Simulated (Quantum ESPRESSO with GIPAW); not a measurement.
# 17O shielding of Al2O3 under strain

GIPAW runs (PBEsol, plane-wave PAW from pslibrary 1.0.0 recipes, cutoffs 55 and 330 Ry, one 7×7×2 mesh for all shielding runs; Quantum ESPRESSO with GIPAW, a patched development version; no spin-orbit coupling, no macroscopic shape term) on Al2O3, space group P-6m2 before straining. The cell below is strained equally along all axes, and the atoms are relaxed in pw.x at each strain, zero included.

```
CELL_PARAMETERS angstrom
2.88432 0.00000 0.00000
-1.44216 2.49790 0.00000
0.00000 0.00000 9.33675
ATOMIC_POSITIONS crystal
Al 0.00000 0.00000 0.85148
Al 0.00000 0.00000 0.14852
O 0.33333 0.66667 0.77968
O 0.66667 0.33333 0.00000
O 0.33333 0.66667 0.22032
```

The cell is a computed entry of the Materials Project; it need not be the form that is stable at ambient conditions.

The bonds are those of O(2) (atom 4; bound to Al6). One row is withheld.

```
strain (%)  mean bond (Å)  σ_iso Al (ppm)  σ_iso O(1) (ppm)  σ_iso O(2) (ppm)  span O(2) (ppm)
        -2         2.1415          513.41            186.51             94.30             21.4
      -1.5         2.1479          514.02            186.21             90.33             23.2
        -1         2.1543               ?                 ?                 ?                ?
         0         2.1670          515.68            184.84             77.57             29.0
      +0.5         2.1736          516.17            184.19             73.01             31.1
        +1         2.1800          516.64            183.42             68.32             33.3
        +2         2.1928          517.50            181.43             58.50             37.9
```

**Task.** Fit σ_iso of O(2) against strain, judge whether a straight line is enough, and predict the withheld row at -1 %.

1. With n = 6: Σx = 0.000, Σy = 462.03, Σx² = 11.5000, Σxy = -102.270.

2. Slope b = (nΣxy − ΣxΣy)/(nΣx² − (Σx)²) = -8.89 ppm per %, intercept a = (Σy − bΣx)/n = 77.00 ppm.

3. Residuals (run less line), in the order of the table: -0.49, -0.01, +0.56, +0.45, +0.21, -0.72 ppm. They bend in one sense; the largest is 2.0 % of the range of σ, so a quadratic term is needed: σ = 77.56 − 8.950 x − 0.291 x², with residuals of 0.01 ppm or less.

4. At -1 % (inside the fitted range) the line gives 85.90 ppm and the parabola 86.22 ppm.

5. The run gives:

| strain (%) | mean bond (Å) | σ_iso Al (ppm) | σ_iso O(1) (ppm) | σ_iso O(2) (ppm) | span O(2) (ppm) |
| --- | --- | --- | --- | --- | --- |
| -1 | 2.1543 | 514.60 | 185.87 | 86.20 | 25.0 |

Prediction less run: the line misses by -0.30 ppm, the parabola by +0.02 ppm. By the parabola, a strain of +1 % changes σ of O(2) by -9.24 ppm and one of −1 % by +8.66 ppm; the mean slope is -8.89 ppm per %, or 6.9 ppm for 0.01 Å of mean bond length. The shift moves the opposite way, scaled by the slope of a reference line. Over the table σ of Al goes from 513.41 to 517.50 ppm. Over the table σ of O(1) goes from 186.51 to 181.43 ppm. Zero strain is the database's lattice with relaxed atoms, not this functional's rest cell, and neither cutoff nor mesh was tested for the slopes. The omitted shape term, common to all sites, changes with strain too. This build of gipaw.x prints that it is not audited and that its numbers are no references by themselves. The relaxations ran on cheaper settings and stop at small residual forces, which adds noise that small residuals can't be told from. 17O is quadrupolar, so a real line also moves with the field gradient, which is not computed here.

[Banner, clock, file and message-heading lines were taken out of the pw.x and gipaw.x logs.]

[Logs are printed without paths, hosts, clocks, repeated set-up lines and the standing remarks that a program may print on its own settings, such as how far it seeks lower states.]

[Hosts, paths, dates, database ids (printed as entryN), source tags and the programs' standing remarks are cut or masked in the printed files.]
